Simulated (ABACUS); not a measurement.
LiF (Griceite):

```
F Li
1.0
     0.00000    2.01400    2.01400
     2.01400    0.00000    2.01400
     2.01400    2.01400    0.00000
F Li
1 1
Cartesian
  2.0140 2.0140 2.0140
  0.0000 0.0000 0.0000
```

Base run:

```yaml
Program: ABACUS 3.10.1
Functional: revPBE
Potentials_or_basis: PseudoDojo NC SR 0.5 PBE standard
Cutoff: 1143 eV
Density_cutoff: 4572 eV
Basis: plane waves
k_mesh: 9 × 9 × 9
Occupations: fermi-dirac, width 0.05 eV
Spin: no spin polarisation
```

Its results: band gap on the k mesh 9.34 eV, direct; pressure 5.3 GPa.

Question: The run is repeated on the same cell with these changes: functional from revPBE to BP86; potentials or basis from PseudoDojo NC SR 0.5 PBE standard to GBRV ultrasoft 1.5 PBE; cutoff from 1143 eV to 544 eV; density cutoff from 4572 eV to 4354 eV. What comes out?

Answer: Band gap on the k mesh 9.09 eV, direct; pressure 1.8 GPa.

Caveats: the potentials were made for another functional, which shifts forces and pressure; an odd mesh through Γ misses points on the zone boundary, where band edges often lie.

Not every run made on this cell is shown here.
